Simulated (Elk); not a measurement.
**virtual crystal (Z = 72.19): a single-point run**

The task is a single-point run on virtual crystal (Z = 72.19).

Computed with Elk 11.2.3 with local patches (DFT, PBE, all-electron APW+lo, virtual crystal (fractional nuclear charges; symbols name the nearest whole element), Dirac cores, scalar-relativistic bands, unless a step's input says otherwise).

## 1. The structure to begin with

It takes space group Im-3m (No. 229, cubic). Conventional cell: a = 3.575 Å, b = 3.575 Å, c = 3.575 Å, α = 90.00°, β = 90.00°, γ = 90.00°. Hf (site symmetry m-3m) is surrounded by 8 Hf at 3.10 Å.

Structure file:

```
CELL_PARAMETERS angstrom
-1.78736 1.78736 1.78736
1.78736 -1.78736 1.78736
1.78736 1.78736 -1.78736
ATOMIC_POSITIONS crystal
Hf 0.00000 0.00000 0.00000
```

## 2. Running it

File elk.in:

```
tasks
  0

xctype
  20

rgkmax
  7.5

gmaxvr
  14.0

lmaxapw
  8

lmaxo
  6

lmaxi
  3

nrmtscf
  1.5

nempty
  6

epspot
  1e-06

epsengy
  1e-05

maxscl
  2

lradstp
  4

swidth
  0.003

tforce
  .false.

sppath
  './'

avec
  -3.37762089866 3.37762089866 3.37762089866
  3.37762089866 -3.37762089866 3.37762089866
  3.37762089866 3.37762089866 -3.37762089866

atoms
  1
  'Ta_v1.in'
  1
  0.000000000000 0.000000000000 0.000000000000   0.000 0.000 0.000

ngridk
  15 15 15
```

File Ta_v1.in:

```
 'Ta_v1'    : spsymb
 'tantalum'                                 : spname
  -72.1900    : spzn
   329847.8435                              : spmass
  0.234082E-06    2.6000    44.8877    700    : rminsp, rmt, rmaxsp, nrmt
  21                                        : nstsp
   1   0   1   2.00000  T    : nsp, lsp, ksp, occsp, spcore
   2   0   1   2.00000  T
   2   1   1   2.00000  T
   2   1   2   4.00000  T
   3   0   1   2.00000  T
   3   1   1   2.00000  T
   3   1   2   4.00000  T
   3   2   2   4.00000  T
   3   2   3   6.00000  T
   4   0   1   2.00000  T
   4   1   1   2.00000  T
   4   1   2   4.00000  T
   4   2   2   4.00000  T
   4   2   3   6.00000  T
   4   3   3   6.00000  F
   4   3   4   8.00000  F
   5   0   1   2.00000  F
   5   1   1   2.00000  F
   5   1   2   4.00000  F
   5   2   2   2.19000  F
   6   0   1   2.00000  F
   1                                        : apword
    0.1500   0  F                           : apwe0, apwdm, apwve
   0                                        : nlx
   7                                        : nlorb
   0   2                                    : lorbl, lorbord
    0.1500   0  F                           : lorbe0, lorbdm, lorbve
    0.1500   1  F
   1   2                                    : lorbl, lorbord
    0.1500   0  F                           : lorbe0, lorbdm, lorbve
    0.1500   1  F
   2   2                                    : lorbl, lorbord
    0.1500   0  F                           : lorbe0, lorbdm, lorbve
    0.1500   1  F
   3   2                                    : lorbl, lorbord
    0.1500   0  F                           : lorbe0, lorbdm, lorbve
    0.1500   1  F
   3   2                                    : lorbl, lorbord
    0.1500   0  F                           : lorbe0, lorbdm, lorbve
   -0.8655   0  T
   0   2                                    : lorbl, lorbord
    0.1500   0  F                           : lorbe0, lorbdm, lorbve
   -2.6690   0  T
   1   2                                    : lorbl, lorbord
    0.1500   0  F                           : lorbe0, lorbdm, lorbve
   -1.3498   0  T
```

Run with:

```console
$ OMP_NUM_THREADS=1 elk
```

stdout:

```text
┌─────────────────────────────────┐
│ Elk code version 11.2.3 started │
└─────────────────────────────────┘

Info(readinput): the functional depends on the density's gradient
 twice the muffin-tin radial points are taken where nrmtscf is not given

┌──────────────────┐
│ Current task : 0 │
└──────────────────┘

Warning(gndstate): failed to reach self-consistency after 2 loops

┌──────────────────┐
│ Elk code stopped │
└──────────────────┘
```

INFO.OUT:

```text
┌─────────────────────────┐
│ Elk code version 11.2.3 │
└─────────────────────────┘

All units are atomic (Hartree, Bohr, etc.)

┌─────────────────────────────────────────────────┐
│ Ground-state run starting from atomic densities │
└─────────────────────────────────────────────────┘

Lattice vectors :
  -3.377620899       3.377620899       3.377620899
   3.377620899      -3.377620899       3.377620899
   3.377620899       3.377620899      -3.377620899

Reciprocal lattice vectors :
 -0.1311085076E-16  0.9301199714      0.9301199714
  0.9301199714     -0.1311085076E-16  0.9301199714
  0.9301199714      0.9301199714     -0.1311085076E-16

Unit cell volume      :    154.1319599
Brillouin zone volume :    1.609336660

Muffin-tin inner radius fraction :   0.1000000000E-01

Nuclei treated as point charges

Species : 1 (Ta_v1)
 parameters loaded from : Ta_v1.in
 name : tantalum
 nuclear charge    :   -72.19000000
 electronic charge :    72.19000000
 atomic mass :    329847.8435
 muffin-tin radius :    2.600000000
 number of radial points in muffin-tin :   1049
 inner part over the whole radius :   0.9724065988E-02
 number on inner part of muffin-tin    :    757
 approximate nuclear radius :   0.1001248144E-03
 number of mesh points to nuclear radius :    408
 atomic positions (lattice), magnetic fields (Cartesian) :
  1 :   0.00000000  0.00000000  0.00000000    0.00000000  0.00000000  0.00000000

Total number of atoms per unit cell :    1
Total muffin-tin volume :    73.62217664
 ratio of muffin-tin to unit cell volume :   0.4776567865

Spin treatment :
 spin-unpolarised

Number of Bravais lattice symmetries :   48
Number of crystal symmetries         :   48
Crystal has inversion symmetry
Real symmetric eigensolver will be used

k-point grid :     15    15    15
k-point offset :    0.000000000       0.000000000       0.000000000
k-point set is reduced with full crystal symmetry group
Total number of k-points :      120

Muffin-tin radius times maximum |G+k| :    7.500000000
 using average radius
Maximum |G+k| for APW functions       :    2.884615385
Maximum (1/2)|G+k|²                   :    4.160502959
Maximum |G| for potential and density :    14.00000000
Constant for pseudocharge density :    9
 order of it for each species :   16
 order of it for pair densities of each species (exact exchange by exxq0 0: 16) :   11
Radial integration step length :    4

G-vector grid sizes :     27    27    27
Number of G-vectors :     7107

Maximum angular momentum used for
 APW functions            :    8
 outer part of muffin-tin :    6
 inner part of muffin-tin :    3

Total nuclear charge    :   -72.19000000
Total core charge       :    46.00000000
Total valence charge    :    26.19000000
Total excess charge     :    0.000000000
Total electronic charge :    72.19000000

Effective Wigner radius, rₛ :   0.7988078974

Number of empty states         :      6
Total number of valence states :     20
Total number of core states    :     46

Third-order local-orbitals added for an l without core states : T
Total number of local-orbitals :     34

Exchange-correlation functional :     20     0     0
 Perdew-Burke-Ernzerhof, Phys. Rev. Lett. 77, 3865 (1996)
 gradient requirement :    1
 generalised gradient approximation (GGA)

Smearing type :    3
 Fermi-Dirac
Smearing width :   0.3000000000E-02
Effective electronic temperature (K) :    947.3250744

Mixing type :    3
 Broyden mixing, J. Phys. A: Math. Gen. 17, L317 (1984)

Kohn-Sham potential initialised from atomic data

┌──────────────────────────────┐
│ Self-consistent loop started │
└──────────────────────────────┘

┌─────────────────┐
│ Loop number : 1 │
└─────────────────┘

Energies :
 Fermi                       :     0.21666136635427
 sum of occupied eigenvalues :     -9298.9557523732
 electron kinetic            :      17008.038616597
 core electron kinetic       :      16463.292128154
 Coulomb                     :     -31894.462235068
 Coulomb potential           :     -25903.165570602
 nuclear-nuclear             :     -1403.7607812379
 electron-nuclear            :     -35105.834093429
 Hartree                     :      4615.1326395996
 Madelung                    :     -18942.879449767
 xc potential                :     -403.82879836826
 exchange                    :     -306.80128775525
 correlation                 :     -4.3473531940604
 electron entropic           :    -0.16460865110388E-02
 total energy                :     -15197.573905506

Density of states at Fermi energy :    56.19721521
 (states/Hartree/unit cell)

Estimated indirect band gap :   0.7463882501E-03
 from k-point 19 to k-point 52
Estimated direct band gap   :   0.6868641102E-02
 at k-point 6

Charges :
 core                        :    46.00000000
 valence                     :    26.19000000
 interstitial                :    2.264888113
 muffin-tins (core leakage)
  species : 1 (Ta_v1)
   atom 1                    :    69.92511189     (  0.3586064565E-06)
 total in muffin-tins        :    69.92511189
 total calculated charge     :    72.19000465
 total charge                :    72.19000000
 error                       :   0.4648630139E-05

┌─────────────────┐
│ Loop number : 2 │
└─────────────────┘

Reached self-consistent loops maximum

Energies :
 Fermi                       :     0.21758482147623
 sum of occupied eigenvalues :     -9298.9814723022
 electron kinetic            :      17008.038291739
 core electron kinetic       :      16463.233123091
 Coulomb                     :     -31894.574575623
 Coulomb potential           :     -25903.077164461
 nuclear-nuclear             :     -1403.7607812379
 electron-nuclear            :     -35106.147530213
 Hartree                     :      4615.3337358272
 Madelung                    :     -18943.035993393
 xc potential                :     -403.94259958036
 exchange                    :     -306.80694221314
 correlation                 :     -4.3473944698133
 electron entropic           :    -0.16472746894660E-02
 total energy                :     -15197.692267842

Density of states at Fermi energy :    56.24930656
 (states/Hartree/unit cell)

Estimated indirect band gap :   0.6957985633E-03
 from k-point 19 to k-point 52
Estimated direct band gap   :   0.6969405804E-02
 at k-point 6

Charges :
 core                        :    46.00000000
 valence                     :    26.19000000
 interstitial                :    2.263117855
 muffin-tins (core leakage)
  species : 1 (Ta_v1)
   atom 1                    :    69.92688215     (  0.3568781040E-06)
 total in muffin-tins        :    69.92688215
 total calculated charge     :    72.19000491
 total charge                :    72.19000000
 error                       :   0.4912679159E-05

┌──────────────────────────────┐
│ Self-consistent loop stopped │
└──────────────────────────────┘

Wrote STATE.OUT
```

Run time: 2.6 s. Hardware: 1 thread of Arm Neoverse V2, shared host; peak memory 0.05 GiB.

## 3. What went wrong

The run ended without converging.

The limit on iterations ended the loop before it was done.

The cure: drop the low cap on iterations.

## 4. Outcome

```
quantity                        value
  ending  not converged, 2 SCF cycles
   cause  too low a cap on iterations
```

**Reading.** Nothing from this run should be quoted.
